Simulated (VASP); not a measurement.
# Zn in VASP: a series of runs

Runs on Zn. Level: PBE. Tasks: single point.

All numbers are computed with VASP 6.6.1; they aren't measurements. Logs are shortened: lines on timing, memory, paths and dates and some standing lists are left out, and cuts for length are marked.

## Step 1: The cell of the first run

The cell holds a slab with vacuum, 5 atoms: a = 2.633 Å, b = 2.633 Å, c = 25.216 Å, α = 90.00°, β = 90.00°, γ = 120.00°.

The slab is cut from a database's or a generator's crystal, which needn't be the stable form of the element.

## Step 2: Single point, PBE ((0 0 1) slab cut from the bulk)

Contents of INCAR:

```
SYSTEM = Zn
  PREC = Accurate
  ENCUT = 520
  EDIFF = 1E-7
  ISMEAR = 0
  SIGMA = 0.1
  LREAL = .False.
  LASPH = .True.
  NELM = 80
  ALGO = Fast
  ISIF = 2
  LWAVE = .False.
  LCHARG = .False.
  LDIPOL = .True.
  IDIPOL = 3
  DIPOL = 0.5 0.5 0.500
  GGA = PE
  NBANDS = 38
```

Contents of KPOINTS:

```
regular mesh
0
Gamma
  15 15 1
  0 0 0
```

Contents of POSCAR:

```
Zn
1.0
    2.6333229228      0.0000000000      0.0000000000
   -1.3166614614      2.2805245476      0.0000000000
    0.0000000000      0.0000000000     25.2164898862
Zn
5
Direct
    0.3333333333      0.6666666667      0.2974244248
    0.6666666667      0.3333333333      0.3987122124
    0.3333333333      0.6666666667      0.5000000000
    0.6666666667      0.3333333333      0.6012877876
    0.3333333333      0.6666666667      0.7025755752
```

Potentials or basis: VASP PAW PBE potentials, release 64 (Zn).

The run is started by

```console
$ cat potpaw_PBE.64/Zn/POTCAR > POTCAR
$ mpirun -np 1 vasp_std > vasp.out
```

OUTCAR:

```text
SYSTEM = Zn
   PREC = Accurate
   ENCUT = 520
   EDIFF = 1E-7
   ISMEAR = 0
   LREAL = .False.
   LASPH = .True.
   NELM = 80
   ISIF = 2
   GGA = PE

 ion  position               nearest neighbor table
   1  0.333  0.667  0.297-   2 2.97   2 2.97   2 2.97
   2  0.667  0.333  0.399-   1 2.97   3 2.97   1 2.97   3 2.97   1 2.97   3 2.97
   3  0.333  0.667  0.500-   2 2.97   4 2.97   2 2.97   4 2.97   2 2.97   4 2.97
   4  0.667  0.333  0.601-   3 2.97   5 2.97   3 2.97   5 2.97   3 2.97   5 2.97
   5  0.333  0.667  0.703-   4 2.97   4 2.97   4 2.97

  LATTYP: Found a hexagonal cell.
 ALAT       =     2.6333229228
 C/A-ratio  =     9.5759200924

  Lattice vectors:

 A1 = (   2.6333229228,   0.0000000000,   0.0000000000)
 A2 = (  -1.3166614614,   2.2805245476,   0.0000000000)
 A3 = (   0.0000000000,   0.0000000000,  25.2164898862)

Analysis of symmetry for initial positions (statically):
=====================================================================
 Subroutine PRICEL returns:
 Original cell was already a primitive cell.

 Routine SETGRP: Setting up the symmetry group for a
 hexagonal supercell.

 Subroutine GETGRP returns: Found 12 space group operations
 (whereof 12 operations were pure point group operations)
 out of a pool of 24 trial point group operations.

The static configuration has the point symmetry D_3h.

Analysis of symmetry for dynamics (positions and initial velocities):
=====================================================================
 Subroutine PRICEL returns:
 Original cell was already a primitive cell.

 Routine SETGRP: Setting up the symmetry group for a
 hexagonal supercell.

 Subroutine GETGRP returns: Found 12 space group operations
 (whereof 12 operations were pure point group operations)
 out of a pool of 24 trial point group operations.

The dynamic configuration has the point symmetry D_3h.

 Subroutine INISYM returns: Found 12 space group operations
 (whereof 12 operations are pure point group operations),
 and found     1 'primitive' translations

----------------------------------------------------------------------------------------

                                     Primitive cell

  volume of cell :     151.4340

  direct lattice vectors                    reciprocal lattice vectors
     2.633322923  0.000000000  0.000000000     0.379748337  0.219247804  0.000000000
    -1.316661461  2.280524548  0.000000000     0.000000000  0.438495609  0.000000000
     0.000000000  0.000000000 25.216489886     0.000000000  0.000000000  0.039656590

  length of vectors
     2.633322923  2.633322923 25.216489886     0.438495609  0.438495609  0.039656590

  position of ions in fractional coordinates (direct lattice)
     0.333333333  0.666666667  0.297424425
     0.666666667  0.333333333  0.398712212
     0.333333333  0.666666667  0.500000000
     0.666666667  0.333333333  0.601287788
     0.333333333  0.666666667  0.702575575

  ion indices of the primitive-cell ions
   primitive index   ion index
                 1           1
                 2           2
                 3           3
                 4           4
                 5           5

----------------------------------------------------------------------------------------

 KPOINTS: regular mesh

Automatic generation of k-mesh.
 Grid dimensions read from file:
 generate k-points for:   15   15    1

 Generating k-lattice:

  Cartesian coordinates                     Fractional coordinates (reciprocal lattice)
     0.025316556  0.014616520  0.000000000     0.066666667  0.000000000  0.000000000
     0.000000000  0.029233041  0.000000000     0.000000000  0.066666667  0.000000000
     0.000000000  0.000000000  0.039656590     0.000000000  0.000000000  1.000000000

  Length of vectors
     0.029233041  0.029233041  0.039656590

  Shift w.r.t. Gamma in fractional coordinates (k-lattice)
     0.000000000  0.000000000  0.000000000

 Subroutine IBZKPT returns following result:
 ===========================================

 Found     27 irreducible k-points:

 Following reciprocal coordinates:
            Coordinates               Weight
  0.000000  0.000000  0.000000      1.000000
  0.066667 -0.000000  0.000000      6.000000
  0.133333 -0.000000  0.000000      6.000000
  0.200000 -0.000000  0.000000      6.000000
  0.266667 -0.000000  0.000000      6.000000
  0.333333 -0.000000  0.000000      6.000000
[... 16 lines left out ...]
  0.333333  0.200000  0.000000     12.000000
  0.400000  0.200000  0.000000      6.000000
 [... further k-points ...]
   k-points           NKPTS =     27   k-points in BZ     NKDIM =     27   number of bands    NBANDS=     38
   number of dos      NEDOS =    301   number of ions     NIONS =      5
   total plane-waves  NPLWV =  76800
   dimension x,y,z NGX =    20 NGY =   20 NGZ =  192
   dimension x,y,z NGXF=    40 NGYF=   40 NGZF=  384
   ions per type =               5
   NGX,Y,Z   is equivalent  to a cutoff of  12.63, 12.63, 12.66 a.u.
   NGXF,Y,Z  is equivalent  to a cutoff of  25.25, 25.25, 25.32 a.u.
 SYSTEM =  Zn
   PREC   = accura    normal or accurate (medium, high low for compatibility)
   ISTART =      0    job   : 0-new  1-cont  2-samecut
   ICHARG =      2    charge: 1-file 2-atom 10-const
   ISPIN  =      1    spin polarized calculation?
   LNONCOLLINEAR =      F non collinear calculations
   LSORBIT =      F    spin-orbit coupling
   LASPH  =      T    aspherical Exc in radial PAW
   ENCUT  =  520.0 eV  38.22 Ry    6.18 a.u.   4.90  4.90 46.89*2*pi/ulx,y,z
   NELM   =     80;   NELMIN=  2; NELMDL= -5     # of ELM steps
   EDIFF  = 0.1E-06   stopping-criterion for ELM
   LREAL  =      F    real-space projection
   EDIFFG = 0.1E-05   stopping-criterion for IOM
   NSW    =      0    number of steps for IOM
   IBRION =     -1    ionic relax: 0-MD 1-quasi-New 2-CG
   NFREE  =      0    steps in history (QN), initial steepest desc. (CG)
   ISIF   =      2    stress and relaxation
   ISYM   =      2    0-nonsym 1-usesym 2-fastsym
   POTIM  = 0.5000    time-step for ionic-motion
   TEBEG  =    0.0;   TEEND  =   0.0 temperature during run
   PSTRESS=    0.0 pullay stress
   NELECT =      60.0000    total number of electrons
   NUPDOWN=      -1.0000    fix difference up-down
   EMIN   =  10.00;   EMAX   =-10.00  energy-range for DOS
   EFERMI =   0.00;   METHOD = LEGACY
   ISMEAR =     0;   SIGMA  =   0.10  broadening in eV -4-tet -1-fermi 0-gaus
   EFERMI_NEDOS =   21; number of points for ismear=-14 and -15
   IALGO  =     68    algorithm
   IMIX   =      4    mixing-type and parameters
     AMIX     =   0.40;   BMIX     =  1.00
     AMIX_MAG =   1.60;   BMIX_MAG =  1.00
  volume/ion in A,a.u.               =      30.29       204.39
  Fermi-wavevector in a.u.,A,eV,Ry     =   1.202405  2.272216 19.670999  1.445778
  Thomas-Fermi vector in A             =   2.338187
   LORBIT       =      0    0 simple, 1 ext, 2 COOP (PROOUT), +10 PAW based schemes
   GGA     = PE    functional components
   LHFCALC =     F    Hartree Fock is set to
   AEXX    =    0.0000 exact exchange contribution
   IVDW    =     0    specifies the selected vdW correction
   LEPSILON=     F    determine dielectric tensor
   LRPA    =     F    only Hartree local field effects (RPA)
 non-spin polarized calculation
 RMM-DIIS sequential band-by-band and
 Gauss-broadening in eV      SIGMA  =   0.10
  energy-cutoff  :      520.00
  volume of cell :      151.43
 maximum number of plane-waves:      4149
 NGX is ok and might be reduce to    20
   NGX =  9   NGY =  9   NGZ = 93

 dipolmoment           0.000000      0.000000      0.000000 electrons x Angstroem

 number of electron      60.0000028 magnetization

 dipolmoment           0.000000      0.000000     -0.000000 electrons x Angstroem

 Free energy of the ion-electron system (eV)
  ---------------------------------------------------
  ext. energy  EPLUGINS =         0.00000000
  ---------------------------------------------------
  free energy    TOTEN  =        -5.30970656 eV

  energy without entropy =       -5.30683228  energy(sigma->0) =       -5.30826942

 E-fermi :  -0.5584     XC(G=0):  -6.4439

 val. band max:       -0.6649106663   @ k =   0.2667  -0.0000   0.0000
 cond. band min:      -0.5262183357   @ k =   0.4000   0.2000   0.0000
 fundamental gap:      0.1386923306
 Fermi energy:        -0.5584225593

 k-point     1 :       0.0000    0.0000    0.0000
  band No.  band energies     occupation
      1     -10.5433      2.00000
      2      -9.9898      2.00000
      3      -9.4047      2.00000
      4      -9.0443      2.00000
      5      -9.0201      2.00000
      6      -8.3258      2.00000
[... 30 lines left out ...]
     37       5.7433      0.00000
     38       6.0128      0.00000

 k-point     2 :       0.0667   -0.0000    0.0000
  band No.  band energies     occupation
      1     -10.4085      2.00000
      2      -9.8597      2.00000
      3      -9.2953      2.00000
      4      -8.9630      2.00000
      5      -8.9509      2.00000
      6      -8.3111      2.00000
[... 30 lines left out ...]
     37       5.8733      0.00000
     38       6.1401      0.00000

 k-point     3 :       0.1333   -0.0000    0.0000
  band No.  band energies     occupation
      1     -10.0139      2.00000
      2      -9.4863      2.00000
      3      -9.0046      2.00000
      4      -8.7665      2.00000
      5      -8.7521      2.00000
      6      -8.2767      2.00000
[... 30 lines left out ...]
     37       6.2606      0.00000
[... 781 lines left out ...]
 k-point    23 :       0.3333    0.2000    0.0000
  band No.  band energies     occupation
      1      -8.5250      2.00000
      2      -8.4843      2.00000
      3      -8.4325      2.00000
      4      -8.3776      2.00000
      5      -8.3176      2.00000
      6      -8.2844      2.00000
[... 30 lines left out ...]
     37       4.7246      0.00000
     38       5.2406      0.00000

 k-point    24 :       0.4000    0.2000    0.0000
  band No.  band energies     occupation
      1      -8.5433      2.00000
      2      -8.4945      2.00000
      3      -8.4470      2.00000
      4      -8.3948      2.00000
      5      -8.3228      2.00000
      6      -8.2823      2.00000
[... 30 lines left out ...]
     37       4.9747      0.00000
     38       5.1014      0.00000

 [... further k-points ...]

------------------------ aborting loop because EDIFF is reached ----------------------------------------

 vacuum level on the upper side and lower side of the slab       (xc-potential included)        -0.099        -0.099

  FORCE on cell =-STRESS in cart. coord.  units (eV):
  Direction    XX          YY          ZZ          XY          YZ          ZX
  --------------------------------------------------------------------------------------
  -------------------------------------------------------------------------------------
  Total       -0.4781433     -0.4781433     -0.2878595      0.0000000     -0.0000000      0.0000000
  in kB       -5.0587723     -5.0587723     -3.0455635      0.0000000     -0.0000000      0.0000000
  external PRESSURE =      -4.3877027 kB  Pullay stress =       0.0000000 kB

 VOLUME and BASIS-vectors are now :
 -----------------------------------------------------------------------------
  energy-cutoff  :      520.00
  volume of cell :      151.43
      direct lattice vectors                 reciprocal lattice vectors
     2.633322923  0.000000000  0.000000000     0.379748337  0.219247804  0.000000000
    -1.316661461  2.280524548  0.000000000     0.000000000  0.438495609  0.000000000
     0.000000000  0.000000000 25.216489886     0.000000000  0.000000000  0.039656590

 POSITION                                       TOTAL-FORCE (eV/Angst)
 -----------------------------------------------------------------------------------
     -0.00000      1.52035      7.50000        -0.000000      0.000000      0.000414
      1.31666      0.76017     10.05412         0.000000      0.000000      0.057836
     -0.00000      1.52035     12.60824        -0.000000     -0.000000      0.000000
      1.31666      0.76017     15.16237         0.000000     -0.000000     -0.057836
     -0.00000      1.52035     17.71649         0.000000      0.000000     -0.000414
 -----------------------------------------------------------------------------------
    total drift:                               -0.000002      0.000001     -0.000000

  FREE ENERGIE OF THE ION-ELECTRON SYSTEM (eV)
  ---------------------------------------------------
  free  energy   TOTEN  =        -5.3097065632 eV

  energy  without entropy=       -5.3068322831  energy(sigma->0) =       -5.30826942

 vacuum level on the upper side and lower side of the slab         3.438         3.438
```

It took 3.4 min on 1 thread of Intel Xeon Platinum 8259CL at 2.50GHz (Skylake/Cascade Lake), shared host; peak memory 0.32 GiB.

Results:

```
Free energy            : -5.3097 eV
Largest force          : 0.058 eV/Å
Band gap on the k mesh : none (metal or under the smearing width)
```

Forces in eV/Å, atoms in the order of the input:
```
Zn   0.000  0.000  0.000
Zn   0.000  0.000  0.058
Zn   0.000  0.000  0.000
Zn   0.000  0.000 -0.058
Zn   0.000  0.000  0.000
```

Levels at points of the mesh, in eV from the Fermi level:
```csv
k point,band 27,band 28,band 29,band 30,band 31,band 32,band 33,band 34
"(0.00, 0.00, 0.00)",-6.85,-6.85,-6.19,-4.52,-2.66,-0.33,1.99,3.47
```

## Step 3: Single point, PBE ((0 0 1) slab, atoms relaxed)

Contents of INCAR:

```
SYSTEM = Zn
PREC = Accurate
ENCUT = 520
EDIFF = 1E-6
ISMEAR = 0
SIGMA = 0.1
LREAL = .FALSE.
LASPH = .TRUE.
NELM = 80
ALGO = Fast
ISIF = 2
LWAVE = .FALSE.
LCHARG = .FALSE.
LDIPOL = .TRUE.
IDIPOL = 3
DIPOL = 0.5 0.5 0.500
GGA = PE
NBANDS = 38
```

Contents of KPOINTS:

```
regular mesh
0
G
  15 15 1
  0 0 0
```

Contents of POSCAR:

```
Zn
1.0
    2.6333229229      0.0000000000      0.0000000000
   -1.3166614614      2.2805245476      0.0000000000
    0.0000000000      0.0000000000     25.2164898862
Zn
5
Direct
    0.3333333333      0.6666666667      0.2994706422
    0.6666666667      0.3333333333      0.4007307546
    0.3333333333      0.6666666667      0.5000000034
    0.6666666667      0.3333333333      0.5992692397
    0.3333333333      0.6666666667      0.7005293600
```

Potentials or basis: VASP PAW PBE potentials, release 64 (Zn).

The run is started by

```console
$ cat potpaw_PBE.64/Zn/POTCAR > POTCAR
$ mpirun -np 1 vasp_std > vasp.out
```

Run time: 3.2 min. Hardware: 1 thread of Intel Xeon Platinum 8259CL at 2.50GHz (Skylake/Cascade Lake), shared host; peak memory 0.32 GiB.

It converged, with:

```yaml
Free_energy: -5.3128 eV
Largest_force: 0.006 eV/Å
Band_gap_on_the_k_mesh: none (metal or under the smearing width)
```

Forces on the atoms (eV/Å):
```
Zn   0.000  0.000 -0.005
Zn   0.000  0.000  0.006
Zn   0.000  0.000  0.000
Zn   0.000  0.000 -0.006
Zn   0.000  0.000  0.005
```

Levels at points of the mesh, in eV from the Fermi level:
| k point | band 26 | band 27 | band 28 | band 29 | band 30 | band 31 | band 32 | band 33 | band 34 | band 35 |
| --- | --- | --- | --- | --- | --- | --- | --- | --- | --- | --- |
| (0.00, 0.00, 0.00) | -6.87 | -6.87 | -6.87 | -6.24 | -4.48 | -2.67 | -0.24 | 2.04 | 3.50 | 4.30 |
